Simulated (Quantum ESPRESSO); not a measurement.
# C (P4/mmm) in Quantum ESPRESSO: notebook

The runs below take C through phonons, with LDA.

Everything below comes from runs of Quantum ESPRESSO 7.5. Logs are shortened: lines on timing, memory, paths and dates and some standing lists are left out, and cuts for length are marked.

### Step 1. The crystal as given

It takes space group P4/mmm (No. 123, tetragonal). Conventional cell: a = 4.255 Å, b = 4.255 Å, c = 1.282 Å, α = 90.00°, β = 90.00°, γ = 90.00°. C (site symmetry 4/mmm) has 2 C at 1.28 Å as nearest neighbours.

The cell was built by a generator and needn't be a form met in nature.

### Step 2. Phonons, LDA

Contents of pw.in:

```
&CONTROL
  calculation = 'scf'
  prefix = 'pwscf'
  outdir = './tmp'
  pseudo_dir = './pseudo'
  tprnfor = .true.
  tstress = .true.
  disk_io = 'low'
/
&SYSTEM
  ibrav = 0
  nat = 1
  ntyp = 1
  ecutwfc = 82
  nbnd = 7
  occupations = 'smearing'
  smearing = 'mv'
  degauss = 0.01469973
/
&ELECTRONS
  conv_thr = 2d-10
  electron_maxstep = 120
  mixing_beta = 0.5
/
ATOMIC_SPECIES
C     12.0110 C.upf
CELL_PARAMETERS angstrom
   4.2551700000    0.0000000000    0.0000000000
   0.0000000000    4.2551700000    0.0000000000
   0.0000000000    0.0000000000    1.2822900000
ATOMIC_POSITIONS crystal
C      0.5000000000    0.5000000000    0.5000000000
K_POINTS automatic
5 5 17 0 0 0
```

Contents of scf2.in:

```
&CONTROL
  calculation = 'scf'
  prefix = 'pwscf'
  outdir = './tmp'
  pseudo_dir = './pseudo'
  tprnfor = .true.
  tstress = .true.
  disk_io = 'low'
/
&SYSTEM
  ibrav = 0
  nat = 1
  ntyp = 1
  ecutwfc = 82
  nbnd = 7
  occupations = 'smearing'
  smearing = 'mv'
  degauss = 0.01469973
/
&ELECTRONS
  conv_thr = 1d-13
  electron_maxstep = 120
  mixing_beta = 0.5
  startingpot = 'file'
  startingwfc = 'file'
/
ATOMIC_SPECIES
C     12.0110 C.upf
CELL_PARAMETERS angstrom
   4.2551700000    0.0000000000    0.0000000000
   0.0000000000    4.2551700000    0.0000000000
   0.0000000000    0.0000000000    1.2822900000
ATOMIC_POSITIONS crystal
C      0.5000000000    0.5000000000    0.5000000000
K_POINTS automatic
5 5 17 0 0 0
```

Contents of ph.in:

```
phonons of C
&INPUTPH
  prefix = 'pwscf'
  outdir = './tmp'
  tr2_ph = 1d-16
  fildyn = 'dyn'
  niter_ph = 60
  alpha_mix(1) = 0.4
/
0.5000000000 0.5000000000 1.6592073556
```

Potentials or basis: PseudoDojo 0.4.1 SR LDA standard.

Launch:

```bash
> OMP_NUM_THREADS=1 pw.x -in pw.in > pw.out
> OMP_NUM_THREADS=1 pw.x -in scf2.in > scf2.out
> OMP_NUM_THREADS=1 ph.x -in ph.in > ph.out
```

pw.out:

```text
This program is part of the open-source Quantum ESPRESSO suite
     for quantum simulation of materials; please cite
[... 9 lines left out ...]
     --------------------
     sticks:   dense  smooth     PW     G-vecs:    dense   smooth      PW
     Sum        1685    1685    553                15641    15641    2911

     Using Slab Decomposition

     bravais-lattice index     =            0
     lattice parameter (alat)  =       8.0411  a.u.
     unit-cell volume          =     156.6811 (a.u.)^3
     number of atoms/cell      =            1
     number of atomic types    =            1
     number of electrons       =         4.00
     number of Kohn-Sham states=            7
     kinetic-energy cutoff     =      82.0000  Ry
     charge density cutoff     =     328.0000  Ry
     scf convergence threshold =      2.0E-10
     mixing beta               =       0.5000
     number of iterations used =            8  plain     mixing
     Exchange-correlation= SLA  PW   NOGX NOGC
                           (   1   4   0   0   0   0   0)

     celldm(1)=   8.041106  celldm(2)=   0.000000  celldm(3)=   0.000000
     celldm(4)=   0.000000  celldm(5)=   0.000000  celldm(6)=   0.000000

     crystal axes: (cart. coord. in units of alat)
               a(1) = (   1.000000   0.000000   0.000000 )
               a(2) = (   0.000000   1.000000   0.000000 )
               a(3) = (   0.000000   0.000000   0.301349 )

     reciprocal axes: (cart. coord. in units 2 pi/alat)
               b(1) = (  1.000000  0.000000  0.000000 )
               b(2) = (  0.000000  1.000000  0.000000 )
               b(3) = (  0.000000  0.000000  3.318415 )

     PseudoPot. # 1 for C  read from file:
     C.upf
     Pseudo is Norm-conserving + core correction, Zval =  4.0
     Generated using ONCVPSP code by D. R. Hamann
     Using radial grid of 1234 points,  4 beta functions with:
                l(1) =   0
                l(2) =   0
                l(3) =   1
                l(4) =   1

     atomic species   valence    mass     pseudopotential
     C                 4.00    12.01100     C ( 1.00)

     16 Sym. Ops., with inversion, found

   Cartesian axes

     site n.     atom                  positions (alat units)
         1        C      tau(   1) = (   0.5000000   0.5000000   0.1506744  )

     number of k points=    54  Marzari-Vanderbilt smearing, width (Ry)=  0.0147
                       cart. coord. in units 2pi/alat
        k(    1) = (   0.0000000   0.0000000   0.0000000), wk =   0.0047059
        k(    2) = (   0.0000000   0.0000000   0.1952009), wk =   0.0094118
        k(    3) = (   0.0000000   0.0000000   0.3904017), wk =   0.0094118
        k(    4) = (   0.0000000   0.0000000   0.5856026), wk =   0.0094118
        k(    5) = (   0.0000000   0.0000000   0.7808035), wk =   0.0094118
        k(    6) = (   0.0000000   0.0000000   0.9760043), wk =   0.0094118
[... 46 lines left out ...]
        k(   53) = (   0.4000000   0.4000000   1.3664061), wk =   0.0376471
        k(   54) = (   0.4000000   0.4000000   1.5616069), wk =   0.0376471

     Dense  grid:    15641 G-vectors     FFT dimensions: (  48,  48,  15)

     Initial potential from superposition of free atoms

     starting charge       4.0000, renormalised to       4.0000
     Starting wfcs are    4 randomized atomic wfcs +    3 random wfcs

     Self-consistent Calculation

     iteration #  1     ecut=    82.00 Ry     beta= 0.50
     Davidson diagonalization with overlap
     ethr =  1.00E-02,  avg # of iterations =  5.9

     total energy              =     -11.95847356 Ry
     estimated scf accuracy    <       0.13740890 Ry

     iteration #  2     ecut=    82.00 Ry     beta= 0.50
     Davidson diagonalization with overlap
     ethr =  3.44E-03,  avg # of iterations =  1.2

     total energy              =     -11.97239555 Ry
     estimated scf accuracy    <       0.00584718 Ry

     iteration #  3     ecut=    82.00 Ry     beta= 0.50
     Davidson diagonalization with overlap
     ethr =  1.46E-04,  avg # of iterations =  3.3

     total energy              =     -11.97322201 Ry
     estimated scf accuracy    <       0.00040205 Ry

     iteration #  4     ecut=    82.00 Ry     beta= 0.50
     Davidson diagonalization with overlap
     ethr =  1.01E-05,  avg # of iterations =  2.7

     total energy              =     -11.97324231 Ry
     estimated scf accuracy    <       0.00001895 Ry

     iteration #  5     ecut=    82.00 Ry     beta= 0.50
     Davidson diagonalization with overlap
     ethr =  4.74E-07,  avg # of iterations =  1.9

     total energy              =     -11.97324776 Ry
     estimated scf accuracy    <       0.00000061 Ry

     iteration #  6     ecut=    82.00 Ry     beta= 0.50
     Davidson diagonalization with overlap
     ethr =  1.53E-08,  avg # of iterations =  1.7

     total energy              =     -11.97324792 Ry
     estimated scf accuracy    <       0.00000001 Ry

     iteration #  7     ecut=    82.00 Ry     beta= 0.50
     Davidson diagonalization with overlap
     ethr =  3.74E-10,  avg # of iterations =  1.9

     total energy              =     -11.97324792 Ry
     estimated scf accuracy    <          2.1E-10 Ry

     iteration #  8     ecut=    82.00 Ry     beta= 0.50
     Davidson diagonalization with overlap
     ethr =  5.18E-12,  avg # of iterations =  2.3

     End of self-consistent calculation

          k = 0.0000 0.0000 0.0000 (  1995 PWs)   bands (ev):

   -17.1360  -6.2568  -6.2568   2.5031   6.7659  11.4479  11.4480

          k = 0.0000 0.0000 0.1952 (  1971 PWs)   bands (ev):

   -16.9602  -5.9581  -5.9581   2.7810   7.0824  11.7574  11.7574

          k = 0.0000 0.0000 0.3904 (  1975 PWs)   bands (ev):

   -16.4427  -5.0651  -5.0651   3.6076   8.0318  12.6843  12.6843

          k = 0.0000 0.0000 0.5856 (  1971 PWs)   bands (ev):

   -15.6146  -3.5874  -3.5874   4.9546   9.6142  14.2226  14.2227

          k = 0.0000 0.0000 0.7808 (  1975 PWs)   bands (ev):

   -14.5326  -1.5461  -1.5461   6.7334  11.8295  16.3579  16.6319

          k = 0.0000 0.0000 0.9760 (  1971 PWs)   bands (ev):

   -13.2878   1.0150   1.0150   8.6048  14.6777  15.7166  19.0491

          k = 0.0000 0.0000 1.1712 (  1963 PWs)   bands (ev):

   -12.0197   3.9961   3.9961   9.3731  15.8090  18.1585  22.1321

          k = 0.0000 0.0000 1.3664 (  1959 PWs)   bands (ev):

   -10.9323   7.1300   7.1300   8.5816  18.4056  22.2717  24.3799

          k = 0.0000 0.0000 1.5616 (  1943 PWs)   bands (ev):

   -10.2837   7.8103   9.5858   9.5858  22.1974  23.1221  23.1221

          k = 0.0000 0.2000 0.0000 (  1987 PWs)   bands (ev):

   -17.1226  -6.4060  -6.2436   2.9932   6.7067  10.1749  10.5580

          k = 0.0000 0.2000 0.1952 (  1991 PWs)   bands (ev):

   -16.9472  -6.1067  -5.9451   3.2734   7.0195  10.4896  10.8493

          k = 0.0000 0.2000 0.3904 (  1984 PWs)   bands (ev):

   -16.4309  -5.2116  -5.0522   4.1063   7.9567  11.4331  11.7127

          k = 0.0000 0.2000 0.5856 (  1972 PWs)   bands (ev):

   -15.6046  -3.7301  -3.5749   5.4615   9.5144  13.0038  13.0971

          k = 0.0000 0.2000 0.7808 (  1969 PWs)   bands (ev):

   -14.5249  -1.6826  -1.5342   7.2410  11.6775  14.7407  15.1976

          k = 0.0000 0.2000 0.9760 (  1965 PWs)   bands (ev):

   -13.2824   0.8884   1.0260   9.0534  14.2906  15.5110  18.0023

          k = 0.0000 0.2000 1.1712 (  1967 PWs)   bands (ev):

   -12.0164   3.8856   4.0057   9.5816  15.8238  18.0160  21.3626

          k = 0.0000 0.2000 1.3664 (  1949 PWs)   bands (ev):

   -10.9307   7.0445   7.1372   8.6447  18.6264  21.7343  24.4340

          k = 0.0000 0.2000 1.5616 (  1937 PWs)   bands (ev):

   -10.2830   7.8346   9.5424   9.5897  21.7022  23.1925  23.6149

          k = 0.0000 0.4000 0.0000 (  1979 PWs)   bands (ev):

   -17.1007  -6.6320  -6.2221   4.2109   5.7114   9.2530  11.2717

          k = 0.0000 0.4000 0.1952 (  1992 PWs)   bands (ev):

   -16.9260  -6.3317  -5.9237   4.4974   6.0099   9.5693  11.5679

          k = 0.0000 0.4000 0.3904 (  1980 PWs)   bands (ev):

   -16.4116  -5.4333  -5.0311   5.3476   6.9027  10.5181  12.4461

          k = 0.0000 0.4000 0.5856 (  1977 PWs)   bands (ev):

   -15.5883  -3.9459  -3.5544   6.7213   8.3793  12.0993  13.8510

          k = 0.0000 0.4000 0.7808 (  1963 PWs)   bands (ev):

   -14.5123  -1.8887  -1.5146   8.4797  10.4107  14.3124  15.4582

          k = 0.0000 0.4000 0.9760 (  1957 PWs)   bands (ev):

   -13.2737   0.6975   1.0440  10.0238  12.9221  16.1221  17.1562

          k = 0.0000 0.4000 1.1712 (  1955 PWs)   bands (ev):

   -12.0111   3.7192   4.0212   9.9191  15.8424  17.6711  20.6256

          k = 0.0000 0.4000 1.3664 (  1938 PWs)   bands (ev):

   -10.9280   6.9197   7.1488   8.7335  19.1501  20.8669  24.5882

          k = 0.0000 0.4000 1.5616 (  1932 PWs)   bands (ev):

   -10.2818   7.8763   9.4698   9.5961  21.2195  23.3158  24.3250

          k = 0.2000 0.2000 0.0000 (  1988 PWs)   bands (ev):

   -17.1095  -6.3986  -6.3779   3.4432   6.9328   8.2414  12.6999

          k = 0.2000 0.2000 0.1952 (  1984 PWs)   bands (ev):

   -16.9345  -6.0994  -6.0786   3.7272   7.2457   8.5397  13.0111

          k = 0.2000 0.2000 0.3904 (  1980 PWs)   bands (ev):

   -16.4193  -5.2045  -5.1838   4.5715   8.1836   9.4288  13.9436

          k = 0.2000 0.2000 0.5856 (  1971 PWs)   bands (ev):

   -15.5948  -3.7234  -3.7030   5.9441   9.7440  10.8799  15.4930

          k = 0.2000 0.2000 0.7808 (  1972 PWs)   bands (ev):

   -14.5173  -1.6765  -1.6566   7.7393  11.9206  12.7672  16.9084

          k = 0.2000 0.2000 0.9760 (  1960 PWs)   bands (ev):

   -13.2771   0.8938   0.9126   9.5027  14.3846  14.6978  17.4701

          k = 0.2000 0.2000 1.1712 (  1962 PWs)   bands (ev):

   -12.0132   3.8898   3.9068   9.7766  15.8491  18.0234  19.9927

          k = 0.2000 0.2000 1.3664 (  1946 PWs)   bands (ev):

   -10.9290   7.0458   7.0623   8.7038  18.8325  21.5693  23.6596

          k = 0.2000 0.2000 1.5616 (  1940 PWs)   bands (ev):

   -10.2822   7.8583   9.5466   9.5473  21.6634  22.4912  24.5491

          k = 0.2000 0.4000 0.0000 (  1980 PWs)   bands (ev):

   -17.0880  -6.6083  -6.3591   4.4831   6.0599   8.1107  12.7414

          k = 0.2000 0.4000 0.1952 (  1974 PWs)   bands (ev):

   -16.9137  -6.3081  -6.0600   4.7809   6.3522   8.4203  13.0078

          k = 0.2000 0.4000 0.3904 (  1975 PWs)   bands (ev):

   -16.4004  -5.4101  -5.1657   5.6669   7.2235   9.3475  13.7717

          k = 0.2000 0.4000 0.5856 (  1984 PWs)   bands (ev):

   -15.5788  -3.9234  -3.6856   7.1081   8.6530  10.8851  14.8666

          k = 0.2000 0.4000 0.7808 (  1973 PWs)   bands (ev):

   -14.5049  -1.8674  -1.6402   8.9684  10.5833  13.0053  15.7665

          k = 0.2000 0.4000 0.9760 (  1963 PWs)   bands (ev):

   -13.2685   0.7171   0.9274  10.4958  12.9377  15.4465  16.4758

          k = 0.2000 0.4000 1.1712 (  1949 PWs)   bands (ev):

   -12.0080   3.7359   3.9191  10.0896  15.8927  17.8062  19.3372

          k = 0.2000 0.4000 1.3664 (  1938 PWs)   bands (ev):

   -10.9264   6.9318   7.0696   8.7875  19.3278  20.9731  23.0056

          k = 0.2000 0.4000 1.5616 (  1929 PWs)   bands (ev):

   -10.2810   7.8990   9.4757   9.5545  21.3686  22.4212  25.4268

          k = 0.4000 0.4000 0.0000 (  1986 PWs)   bands (ev):

   -17.0672  -6.5725  -6.5652   4.6811   7.0572   7.3412  12.1706

          k = 0.4000 0.4000 0.1952 (  1981 PWs)   bands (ev):

   -16.8935  -6.2725  -6.2652   4.9949   7.3485   7.6486  12.3566

          k = 0.4000 0.4000 0.3904 (  1985 PWs)   bands (ev):

   -16.3820  -5.3752  -5.3679   5.9352   8.2124   8.5688  12.8758

          k = 0.4000 0.4000 0.5856 (  1980 PWs)   bands (ev):

   -15.5633  -3.8896  -3.8824   7.4973   9.5993  10.0958  13.5823

          k = 0.4000 0.4000 0.7808 (  1972 PWs)   bands (ev):

   -14.4928  -1.8354  -1.8285   9.6558  11.2661  12.2149  14.2312

          k = 0.4000 0.4000 0.9760 (  1972 PWs)   bands (ev):

   -13.2600   0.7462   0.7527  11.5000  12.7307  14.8906  15.5190

          k = 0.4000 0.4000 1.1712 (  1951 PWs)   bands (ev):

   -12.0028   3.7605   3.7664  10.3561  15.9989  18.0148  18.2649

          k = 0.4000 0.4000 1.3664 (  1936 PWs)   bands (ev):

   -10.9238   6.9491   6.9546   8.8645  19.8070  21.0736  21.5353

          k = 0.4000 0.4000 1.5616 (  1919 PWs)   bands (ev):

   -10.2798   7.9380   9.4853   9.4856  21.6368  21.7906  25.1894

     the Fermi energy is    -1.5837 ev

!    total energy              =     -11.97324792 Ry
     estimated scf accuracy    <          7.2E-12 Ry
     smearing contrib. (-TS)   =      -0.00006597 Ry
     internal energy E=F+TS    =     -11.97318195 Ry

     The total energy is F=E-TS. E is the sum of the following terms:
     one-electron contribution =     -11.44866532 Ry
     hartree contribution      =       6.63160042 Ry
     xc contribution           =      -4.15869956 Ry
     ewald contribution        =      -2.99741749 Ry

     convergence has been achieved in   8 iterations

     Forces acting on atoms (cartesian axes, Ry/au):

     atom    1 type  1   force =     0.00000000    0.00000000    0.00000000

     Total force =     0.000000     Total SCF correction =     0.000000

     Computing stress (Cartesian axis) and pressure

          total   stress  (Ry/bohr**3)                   (kbar)     P=      -14.41
  -0.00005931   0.00000000   0.00000000           -8.72        0.00        0.00
   0.00000000  -0.00005931   0.00000000            0.00       -8.72        0.00
   0.00000000   0.00000000  -0.00017531            0.00        0.00      -25.79

=------------------------------------------------------------------------------=
   JOB DONE.
=------------------------------------------------------------------------------=
```

Run time: 35 s. Hardware: 1 thread of Arm Neoverse V1, shared host; peak memory 0.09 GiB.

Results:

| Property | Result |
| --- | --- |
| Free energy | -162.9043 eV |
| Pressure after relaxing | -1.4 GPa |
| Band gap on the k mesh | none (metal or under the smearing width) |
| Highest phonon frequency at the q point run | 777 cm⁻¹ |

Phonon frequencies in cm⁻¹ (negative: imaginary):
```tsv
q point	frequencies
(0.500, 0.500, 0.500)	505 505 777
```

Phonon modes at q = (0.500, 0.500, 0.500) in reciprocal lattice units:
```tsv
mode	symmetry	cm⁻¹
1	E_g	505
2	E_g	505
3	B_2g	777
```

Caveat: the mesh is thin for the phonons of a metal; the q point doesn't lie on the k mesh, which can shift a metal's frequencies strongly unless the mesh is converged.

(Continued in part 2 of 3.)
